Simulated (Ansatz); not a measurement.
A plane-wave DFT run in Ansatz 0.2.0 (scalar-relativistic PAW potentials unless the input names others): input and command.

```yaml
crystal:
  lattice:
    - [2.5287245564, 1.4599598033, 4.5410352127]
    - [-2.5287245564, 1.4599598033, 4.5410352127]
    - [0.0, -2.9199196066, 4.5410352127]
  atoms:
    - { symbol: Ga, position: [0.3724090351, 0.3514367989, 0.3437604277] }
    - { symbol: Ga, position: [0.1441312461, 0.1441312461, 0.1441312461] }
    - { symbol: Ga, position: [0.6441312461, 0.6441312461, 0.6441312461] }
    - { symbol: Ga, position: [0.8558687539, 0.8558687539, 0.8558687539] }
    - { symbol: O, position: [0.5531733332, 0.9468266668, 0.25] }
    - { symbol: O, position: [0.25, 0.5531733332, 0.9468266668] }
    - { symbol: O, position: [0.9468266668, 0.25, 0.5531733332] }
    - { symbol: O, position: [0.4468266668, 0.0531733332, 0.75] }
    - { symbol: O, position: [0.75, 0.4468266668, 0.0531733332] }
    - { symbol: O, position: [0.0531733332, 0.75, 0.4468266668] }
basis:
  ecutwfc: 420
kpoints:
  mp_grid: { grid: [6, 6, 6] }
hamiltonian:
  xc: pbe
scf:
  occupations: { method: methfessel_paxton, width: 0.001 }
output:
  forces: true
  eigenvalues: true
  stress: true
total_charge: -1
```

```bash
ansatz run input.yaml --threads 2 --pin off --max-ram 5120MiB --backend cpu --events-out ev --progress --plain --runs-dir out
```

Abridged log:
```
Pseudopotentials: kind: paw
Pseudopotential: Ga, paw, valence charge 13, recommended cutoff 420 eV (normal)
Pseudopotential: O, paw, valence charge 6, recommended cutoff 420 eV (normal)
Functional definition: PBE
Crystal: 10 atoms, lattice volume = 100.589 Å³
Basis set: ecut = 420 eV, 1929 PW (Γ), exchange–correlation on 80×80×80 points (8 copies of the dense FFT grid, shifted against one another)
Bands: 55, of which v1, the nominal top of the filled ones, is band 45 counted from 1 (44 counted from 0)
Symmetry: 1 space group operations
Space group: P1 (ITA 1), of the structure as read, at distance tolerance 4.7e-5 Å
k-points: 112 of 216 (time reversal used)
Initial density: superposition of atomic densities (neutral atoms scaled as one to the charged cell's electrons: chi_scale 0, normalization atom), corrected by the library's trained network
Initial wavefunctions: pseudopotential atomic-orbital guess
Functional: x = pbe(κ = 0.804, μ = 0.21951497), c = pbe(β = 0.06672455)
SCF iter   1: F=—  HF=-18527.113575 eV  |F-HF|=—  |Δ(HF+E_count)|=         —  Δρ=5.31e-2  dr2=1.29e0  ethr=1.77e-3  ⟨swp⟩=6.2  Hψ=22277  notcnv=0  defer=11
SCF iter   2: F=—  HF=-18526.941664 eV  |F-HF|=—  |Δ(HF+E_count)|=   1.72e-1  S|Δr|=    0.00e0  Δρ=3.31e-2  dr2=6.07e-1  ethr=1.45e-3  ⟨swp⟩=3.0  Hψ=13130  notcnv=0  defer=588
SCF iter   3: F=—  HF=-18526.489080 eV  |F-HF|=—  |Δ(HF+E_count)|=   4.53e-1  S|Δr|=    0.00e0  Δρ=6.30e-3  dr2=1.96e-2  ethr=6.82e-4  ⟨swp⟩=2.9  Hψ=10732  notcnv=0  defer=476
automatic band count: iteration 3 solves 54 bands in place of 55: the levels show a gap, and the empty bands left out lie too high to hold charge; the band table lists the bands solved (type scf.n_extra_bands for more)
SCF iter   4: F=—  HF=-18526.476395 eV  |F-HF|=—  |Δ(HF+E_count)|=   1.27e-2  S|Δr|=    0.00e0  Δρ=3.40e-3  dr2=9.46e-3  ethr=2.20e-5  ⟨swp⟩=2.1  Hψ=10679  notcnv=0  defer=476
SCF iter   5: F=—  HF=-18526.476201 eV  |F-HF|=—  |Δ(HF+E_count)|=   1.94e-4  S|Δr|=    0.00e0  Δρ=1.88e-3  dr2=2.73e-3  ethr=1.06e-5  ⟨swp⟩=2.4  Hψ=8868  notcnv=0  defer=476
SCF iter   6: F=—  HF=-18526.475640 eV  |F-HF|=—  |Δ(HF+E_count)|=   5.61e-4  S|Δr|=    0.00e0  Δρ=9.47e-4  dr2=7.70e-4  ethr=3.07e-6  ⟨swp⟩=2.2  Hψ=8235  notcnv=0  defer=476
SCF iter   7: F=—  HF=-18526.475435 eV  |F-HF|=—  |Δ(HF+E_count)|=   2.05e-4  S|Δr|=    0.00e0  Δρ=2.45e-4  dr2=5.39e-5  ethr=8.65e-7  ⟨swp⟩=2.1  Hψ=10288  notcnv=0  defer=476
SCF iter   8: F=—  HF=-18526.475427 eV  |F-HF|=—  |Δ(HF+E_count)|=   7.98e-6  S|Δr|=    0.00e0  Δρ=1.40e-4  dr2=1.97e-5  ethr=6.06e-8  ⟨swp⟩=2.0  Hψ=10948  notcnv=0  defer=476
SCF iter   9: F=—  HF=-18526.475423 eV  |F-HF|=—  |Δ(HF+E_count)|=   3.90e-6  S|Δr|=    0.00e0  Δρ=8.36e-5  dr2=7.11e-6  ethr=2.22e-8  ⟨swp⟩=2.0  Hψ=10472  notcnv=0  defer=476
SCF iter  10: F=—  HF=-18526.475423 eV  |F-HF|=—  |Δ(HF+E_count)|=   3.61e-7  S|Δr|=    0.00e0  Δρ=6.68e-5  dr2=4.63e-6  ethr=7.99e-9  ⟨swp⟩=1.9  Hψ=6530  notcnv=0  defer=476
SCF iter  11: F=—  HF=-18526.475423 eV  |F-HF|=—  |Δ(HF+E_count)|=   7.09e-7  S|Δr|=    0.00e0  Δρ=4.14e-5  dr2=1.84e-6  ethr=5.21e-9  ⟨swp⟩=1.8  Hψ=6037  notcnv=0  defer=476
SCF iter  12: F=—  HF=-18526.475422 eV  |F-HF|=—  |Δ(HF+E_count)|=   3.19e-7  S|Δr|=    0.00e0  Δρ=1.32e-5  dr2=1.67e-7  ethr=2.07e-9  ⟨swp⟩=2.0  Hψ=7531  notcnv=0  defer=476
SCF iter  13: F=-18526.475422 eV  HF=-18526.475422 eV  |F-HF|=3.49e-8  |Δ(HF+E_count)|=   2.31e-8  S|Δr|=    0.00e0  Δρ=6.56e-6  dr2=3.90e-8  ethr=1.12e-10  ⟨swp⟩=10.1  Hψ=26387  notcnv=0
SCF 1 converged in 13 iterations: F = -18526.475422 eV  dr2 = 3.90e-8
SCF converged after 13 iterations
Stability not checked: this state was not tested for a lower state beside it, because cold or Methfessel-Paxton smearing, or corrected tetrahedra, fill the levels in a way that the test cannot read (fill_not_monotonic; see scf.lower_state_search)
Free energy (F): -18526.475422 eV
Harris-Foulkes:  -18526.475422 eV  (|F-HF|=3.49e-8)
Internal energy: -18526.475420 eV  (E = F + TS)
E sigma→0 (E₀):  -18526.475422 eV
Entropy (-TS):   -0.000003 eV ( 0.000 meV/atom)
Fermi energy:    14.086352 eV
--- Forces (eV/Å), atoms counted from 1 ---
  atom   1  Ga    -0.72406936    -0.82803546    -0.03905436
  atom   2  Ga     0.06441982    -0.07498582    -0.00587638
  atom   3  Ga     0.18254641     0.20073845    -0.01826013
  atom   4  Ga    -0.03744218     0.22279171     0.01159829
  atom   5  O      0.12559174     0.03071265    -0.01258366
  atom   6  O     -0.00637667     0.07235761    -0.01557011
  atom   7  O     -0.02868494    -0.05611588    -0.00169169
  atom   8  O     -0.06619065     0.05309004    -0.02674556
  atom   9  O      0.23634954     0.28740683     0.19749575
  atom  10  O      0.25385379     0.09204251    -0.08931466
--- Stress (GPa, compression-positive) ---
       10.385641       0.010510       0.754752
        0.010510      12.007777       0.518078
        0.754752       0.518078       9.833607
  P = ⅓ Tr σ = 10.7423 GPa (107.423 kbar)
```

Apart from outputs and empty bands, the input differs from a reference run on usual settings in scf.occupations.method: "gaussian" → "methfessel_paxton"; scf.occupations.width: 0.05 → 0.001; total_charge: not typed → -1. The reference, at the same geometry (not necessarily relaxed), gave pressure 0.23 GPa, largest force 1.159 eV/Å, gap on the mesh 2.37 eV. This run converged in 13 SCF iterations (reference: 6) with a total energy on another zero, pressure 10.74 GPa (with the neutralising background of the charged cell), largest force 1.101 eV/Å, no gap on the mesh.

The run took 78 s on 2 threads of Intel(R) Xeon(R) Processor @ 2.50GHz (Skylake/Cascade Lake) (shared host), peak memory 0.71 GiB.